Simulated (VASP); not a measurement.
# CdO (Fm-3m) in VASP: further runs

One crystal, CdO, is run at these levels: PBEsol; tasks: relaxation of cell and atoms.

Everything below comes from runs of VASP 6.6.1. Logs are shortened: lines on timing, memory, paths and dates and some standing lists are left out, and cuts for length are marked.

### 1 The structure

The structure is cubic, space group Fm-3m (No. 225). Conventional cell: a = 4.699 Å, b = 4.699 Å, c = 4.699 Å, α = 90.00°, β = 90.00°, γ = 90.00°. Around Cd (site symmetry m-3m) lie 6 O at 2.35 Å. O (site symmetry m-3m) has 6 Cd at 2.35 Å as nearest neighbours.

### 2 Relaxation of cell and atoms, PBEsol

Input file INCAR:

```
SYSTEM = CdO
  PREC = Accurate
  ENCUT = 520
  EDIFF = 1E-7
  ISMEAR = 0
  SIGMA = 0.02
  LREAL = .False.
  LASPH = .True.
  NELM = 80
  ALGO = Normal
  ISIF = 3
  LWAVE = .False.
  LCHARG = .False.
  GGA = PS
  IBRION = 2
  NSW = 80
  EDIFFG = -0.002
  KPAR = 4
```

Input file KPOINTS:

```
regular mesh
0
Gamma
  12 12 12
  0 0 0
```

Input file POSCAR:

```
CdO
1.0
    0.0000000000      2.3495000000      2.3495000000
    2.3495000000      0.0000000000      2.3495000000
    2.3495000000      2.3495000000      0.0000000000
Cd O
1 1
Direct
    0.0000000000      0.0000000000      0.0000000000
    0.5000000000      0.5000000000      0.5000000000
```

Potentials or basis: VASP PAW PBE potentials, release 64 (Cd, O).

Launch:

```bash
$ cat potpaw_PBE.64/Cd/POTCAR potpaw_PBE.64/O/POTCAR > POTCAR
$ mpirun -np 4 vasp_std > vasp.out
```

OUTCAR:

```text
SYSTEM = CdO
   PREC = Accurate
   ENCUT = 520
   EDIFF = 1E-7
   ISMEAR = 0
   LREAL = .False.
   LASPH = .True.
   NELM = 80
   ISIF = 3
   GGA = PS
   IBRION = 2
   NSW = 80
   EDIFFG = -0.002

 ion  position               nearest neighbor table
   1  0.000  0.000  0.000-   2 2.35   2 2.35   2 2.35   2 2.35   2 2.35   2 2.35
   2  0.500  0.500  0.500-   1 2.35   1 2.35   1 2.35   1 2.35   1 2.35   1 2.35

  LATTYP: Found a face centered cubic cell.
 ALAT       =     4.6990000000

  Lattice vectors:

 A1 = (   0.0000000000,   2.3495000000,   2.3495000000)
 A2 = (   2.3495000000,   0.0000000000,   2.3495000000)
 A3 = (   2.3495000000,   2.3495000000,   0.0000000000)

Analysis of symmetry for initial positions (statically):
=====================================================================
 Subroutine PRICEL returns:
 Original cell was already a primitive cell.

 Routine SETGRP: Setting up the symmetry group for a
 face centered cubic supercell.

 Subroutine GETGRP returns: Found 48 space group operations
 (whereof 48 operations were pure point group operations)
 out of a pool of 48 trial point group operations.

The static configuration has the point symmetry O_h .

Analysis of symmetry for dynamics (positions and initial velocities):
=====================================================================
 Subroutine PRICEL returns:
 Original cell was already a primitive cell.

 Routine SETGRP: Setting up the symmetry group for a
 face centered cubic supercell.

 Subroutine GETGRP returns: Found 48 space group operations
 (whereof 48 operations were pure point group operations)
 out of a pool of 48 trial point group operations.

The dynamic configuration has the point symmetry O_h .

 Subroutine INISYM returns: Found 48 space group operations
 (whereof 48 operations are pure point group operations),
 and found     1 'primitive' translations

----------------------------------------------------------------------------------------

                                     Primitive cell

  volume of cell :      25.9392

  direct lattice vectors                    reciprocal lattice vectors
     0.000000000  2.349500000  2.349500000    -0.212811236  0.212811236  0.212811236
     2.349500000  0.000000000  2.349500000     0.212811236 -0.212811236  0.212811236
     2.349500000  2.349500000  0.000000000     0.212811236  0.212811236 -0.212811236

  length of vectors
     3.322694765  3.322694765  3.322694765     0.368599874  0.368599874  0.368599874

  position of ions in fractional coordinates (direct lattice)
     0.000000000  0.000000000  0.000000000
     0.500000000  0.500000000  0.500000000

  ion indices of the primitive-cell ions
   primitive index   ion index
                 1           1
                 2           2

----------------------------------------------------------------------------------------

 KPOINTS: regular mesh

Automatic generation of k-mesh.
 Grid dimensions read from file:
 generate k-points for:   12   12   12

 Generating k-lattice:

  Cartesian coordinates                     Fractional coordinates (reciprocal lattice)
    -0.017734270  0.017734270  0.017734270     0.083333333  0.000000000  0.000000000
     0.017734270 -0.017734270  0.017734270     0.000000000  0.083333333  0.000000000
     0.017734270  0.017734270 -0.017734270     0.000000000  0.000000000  0.083333333

  Length of vectors
     0.030716656  0.030716656  0.030716656

  Shift w.r.t. Gamma in fractional coordinates (k-lattice)
     0.000000000  0.000000000  0.000000000

 Subroutine IBZKPT returns following result:
 ===========================================

 Found     72 irreducible k-points:

 Following reciprocal coordinates:
            Coordinates               Weight
  0.000000  0.000000  0.000000      1.000000
  0.083333  0.000000  0.000000      8.000000
  0.166667  0.000000  0.000000      8.000000
  0.250000  0.000000  0.000000      8.000000
  0.333333  0.000000  0.000000      8.000000
  0.416667  0.000000  0.000000      8.000000
[... 16 lines left out ...]
  0.500000  0.166667  0.000000     24.000000
 -0.416667  0.166667  0.000000     24.000000
 [... further k-points ...]
   k-points           NKPTS =     72   k-points in BZ     NKDIM =     72   number of bands    NBANDS=     13
   number of dos      NEDOS =    301   number of ions     NIONS =      2
   total plane-waves  NPLWV =  21952
   dimension x,y,z NGX =    28 NGY =   28 NGZ =   28
   dimension x,y,z NGXF=    56 NGYF=   56 NGZF=   56
   ions per type =               1   1
   NGX,Y,Z   is equivalent  to a cutoff of  14.01, 14.01, 14.01 a.u.
   NGXF,Y,Z  is equivalent  to a cutoff of  28.02, 28.02, 28.02 a.u.
 SYSTEM =  CdO
   PREC   = accura    normal or accurate (medium, high low for compatibility)
   ISTART =      0    job   : 0-new  1-cont  2-samecut
   ICHARG =      2    charge: 1-file 2-atom 10-const
   ISPIN  =      1    spin polarized calculation?
   LNONCOLLINEAR =      F non collinear calculations
   LSORBIT =      F    spin-orbit coupling
   LASPH  =      T    aspherical Exc in radial PAW
   ENCUT  =  520.0 eV  38.22 Ry    6.18 a.u.   6.18  6.18  6.18*2*pi/ulx,y,z
   NELM   =     80;   NELMIN=  2; NELMDL= -5     # of ELM steps
   EDIFF  = 0.1E-06   stopping-criterion for ELM
   LREAL  =      F    real-space projection
   EDIFFG = -.2E-02   stopping-criterion for IOM
   NSW    =     80    number of steps for IOM
   IBRION =      2    ionic relax: 0-MD 1-quasi-New 2-CG
   NFREE  =      1    steps in history (QN), initial steepest desc. (CG)
   ISIF   =      3    stress and relaxation
   ISYM   =      2    0-nonsym 1-usesym 2-fastsym
   POTIM  = 0.5000    time-step for ionic-motion
   TEBEG  =    0.0;   TEEND  =   0.0 temperature during run
   PSTRESS=    0.0 pullay stress
   NELECT =      18.0000    total number of electrons
   NUPDOWN=      -1.0000    fix difference up-down
   EMIN   =  10.00;   EMAX   =-10.00  energy-range for DOS
   EFERMI =   0.00;   METHOD = LEGACY
   ISMEAR =     0;   SIGMA  =   0.02  broadening in eV -4-tet -1-fermi 0-gaus
   EFERMI_NEDOS =   21; number of points for ismear=-14 and -15
   IALGO  =     38    algorithm
   IMIX   =      4    mixing-type and parameters
     AMIX     =   0.40;   BMIX     =  1.00
     AMIX_MAG =   1.60;   BMIX_MAG =  1.00
  volume/ion in A,a.u.               =      12.97        87.52
  Fermi-wavevector in a.u.,A,eV,Ry     =   1.449373  2.738918 28.581522  2.100683
  Thomas-Fermi vector in A             =   2.567107
   LORBIT       =      0    0 simple, 1 ext, 2 COOP (PROOUT), +10 PAW based schemes
   GGA     = PS    functional components
   LHFCALC =     F    Hartree Fock is set to
   AEXX    =    0.0000 exact exchange contribution
   IVDW    =     0    specifies the selected vdW correction
   LEPSILON=     F    determine dielectric tensor
   LRPA    =     F    only Hartree local field effects (RPA)
 conjugate gradient relaxation of ions
 non-spin polarized calculation
 Gauss-broadening in eV      SIGMA  =   0.02
  energy-cutoff  :      520.00
  volume of cell :       25.94
 maximum number of plane-waves:       725
 NGX is ok and might be reduce to    28
   NGX = 13   NGY = 13   NGZ = 13

--------------------------------------- Ionic step        1  -------------------------------------------

 number of electron      18.0000002 magnetization

 Free energy of the ion-electron system (eV)
  ---------------------------------------------------
  ext. energy  EPLUGINS =         0.00000000
  ---------------------------------------------------
  free energy    TOTEN  =        -8.50355845 eV

  energy without entropy =       -8.50353078  energy(sigma->0) =       -8.50354461

------------------------ aborting loop because EDIFF is reached ----------------------------------------

  FORCE on cell =-STRESS in cart. coord.  units (eV):
  Direction    XX          YY          ZZ          XY          YZ          ZX
  --------------------------------------------------------------------------------------
  -------------------------------------------------------------------------------------
  Total        0.1190916      0.1190916      0.1190916      0.0000000      0.0000000      0.0000000
  in kB        7.3558918      7.3558918      7.3558918      0.0000000      0.0000000      0.0000000
  external PRESSURE =       7.3558918 kB  Pullay stress =       0.0000000 kB
[... 57 lines left out ...]
  energy  without entropy=       -8.5036930751  energy(sigma->0) =       -8.50370694

--------------------------------------- Ionic step        3  -------------------------------------------

 number of electron      18.0000001 magnetization

 Free energy of the ion-electron system (eV)
  ---------------------------------------------------
  ext. energy  EPLUGINS =         0.00000000
  ---------------------------------------------------
  free energy    TOTEN  =        -8.50386711 eV

  energy without entropy =       -8.50383940  energy(sigma->0) =       -8.50385326

 E-fermi :   1.8531     XC(G=0): -11.9343

 val. band max:        1.8366513294   @ k =   0.5000   0.0000   0.0000
 cond. band min:       2.1273677003   @ k =   0.0833   0.0000   0.0000
 fundamental gap:      0.2907163709
 Fermi energy:         1.8530963190

 k-point     1 :       0.0000    0.0000    0.0000
  band No.  band energies     occupation
      1     -15.4506      2.00000
      2      -4.8145      2.00000
      3      -4.8145      2.00000
      4      -4.8145      2.00000
      5      -4.5131      2.00000
      6      -4.5131      2.00000
      7       0.4940      2.00000
      8       0.4940      2.00000
      9       0.4940      2.00000
     10       1.2940      2.00000
     11      16.5955      0.00000
     12      18.6833      0.00000
     13      18.6833      0.00000
[... 353 lines left out ...]
 k-point    24 :      -0.4167    0.1667    0.0000
  band No.  band energies     occupation
      1     -14.6569      2.00000
      2      -5.5737      2.00000
      3      -5.2800      2.00000
      4      -5.1858      2.00000
      5      -4.2820      2.00000
      6      -4.2592      2.00000
      7      -1.8877      2.00000
      8       0.6333      2.00000
      9       1.5865      2.00000
     10       7.3692      0.00000
     11       8.7137      0.00000
     12      11.9984      0.00000
     13      13.9957      0.00000

 [... further k-points ...]
[... 5 lines left out ...]
  --------------------------------------------------------------------------------------
  -------------------------------------------------------------------------------------
  Total       -0.0005465     -0.0005465     -0.0005465      0.0000000      0.0000000      0.0000000
  in kB       -0.0335821     -0.0335821     -0.0335821      0.0000000      0.0000000      0.0000000
  external PRESSURE =      -0.0335821 kB  Pullay stress =       0.0000000 kB
[... 17 lines left out ...]
  FREE ENERGIE OF THE ION-ELECTRON SYSTEM (eV)
  ---------------------------------------------------
  free  energy   TOTEN  =        -8.5038671125 eV

  energy  without entropy=       -8.5038394028  energy(sigma->0) =       -8.50385326

 reached required accuracy - stopping structural energy minimisation
```

Run time: 9.5 s. Hardware: 4 MPI ranks of Intel Xeon 6975P-C (Granite Rapids), shared host; peak memory 0.17 GiB.

Results:

```yaml
Free_energy: -8.5039 eV
Relaxed_volume: 13.04 Å³/atom
Relaxed_cell: a = 3.328 Å, b = 3.328 Å, c = 3.328 Å, α = 60.00°, β = 60.00°, γ = 60.00°
Space_group_after_relaxing_to_0.05_Å: Fm-3m (No. 225)
Energy_gained_by_relaxing: 0.2 meV/atom
Ionic_steps: 3
Pressure_after_relaxing: 0.0 GPa
Band_gap_on_the_k_mesh: none (metal or under the smearing width)
```

Step by step:
```
step  energy change (eV)  largest force (eV/Å)  pressure (GPa)  volume (Å³)
   1              0.0000                0.0000            0.74        25.94
   2             -0.0002                0.0000           -0.51        26.16
   3             -0.0003                0.0000            0.00        26.07
```

Final structure:
```xyz
2
Lattice="0.0000 2.3535 2.3535 2.3535 0.0000 2.3535 2.3535 2.3535 0.0000" Properties=species:S:1:pos:R:3 pbc="T T T"
Cd    0.0000    0.0000    0.0000
O     2.3535    2.3535    2.3535
```

Levels at points of the mesh, in eV from the Fermi level:
```tsv
k point	band 6	band 7	band 8	band 9	band 10	band 11	band 12	band 13
(0.00, 0.00, 0.00)	-6.37	-1.36	-1.36	-1.36	-0.56	14.74	16.83	16.83
(0.50, 0.00, 0.00)	-6.11	-3.84	-0.02	-0.02	4.27	7.19	11.76	11.76
(0.50, 0.50, 0.00)	-5.66	-4.40	-2.35	-2.35	3.73	8.40	11.02	13.17
```

Caveat: the PAW data sets were made with another functional, which shifts forces and pressure a little; this crystal is a semiconductor, whose small gap the functional closes, so the metal is an error of the method.

(Continued in part 2 of 2.)
